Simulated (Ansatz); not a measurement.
# BaTiO$_{3}$: stiffness from a series of strains

```xyz
5
Lattice="3.9998 0.0000 0.0000 0.0000 3.9998 0.0000 0.0000 0.0000 4.0180" Properties=species:S:1:pos:R:3 pbc="T T T"
Ba    0.0000    0.0000    0.0000
Ti    1.9999    1.9999    1.9367
O     1.9999    1.9999    0.0643
O     1.9999    0.0000    2.0693
O     0.0000    1.9999    2.0693
```

Atoms are numbered in the order listed.

The cell is COD entry 2100858, as deposited and not checked against the literature; nothing was relaxed.

Spin–orbit coupling is left out, though it moves levels of the heavy atoms by tenths of an eV or more.

Method: DFT, PBE, all-electron LAPW, scalar-relativistic in Ansatz 0.2.0.

Numerical set-up: a Γ-centred 7×7×7 k mesh, Fermi–Dirac smearing of 0.08 eV, basis error target 1 meV/atom, no spin polarisation.

The strain is applied along the Cartesian axes of the cell as listed (the other components stay zero). Fractional coordinates are held (clamped ions).

σ is the change of stress from the unstrained cell, which is at 2.66 GPa; tension is positive, so slopes are stress–strain coefficients at that pressure.

Only quantities that a quadratic follows smoothly over the whole series are listed; rougher ones are left out.

```
    εzz  σzz (GPa)  σxx (GPa)
-0.0300     -10.84      -3.53
-0.0200      -6.87      -2.29
-0.0100      -3.26      -1.12
 0.0000       0.00       0.00
 0.0100       2.95       1.06
 0.0300       8.02       3.02
```

Question: Fit the series and read off the stiffness at zero strain.

Answer: Least-squares fits y = p0 + p1 x + p2 x² to the rows give σzz (GPa): p1 = 314, p2 = -1600; σxx (GPa): p1 = 109, p2 = -280. So C33 = 314 GPa and C13 = 109 GPa, for these axes.

Question: One run, at εzz = 0.0200, is withheld. Predict its row.

Answer: The fits give 5.65, 2.07; the run gave 5.62, 2.06.
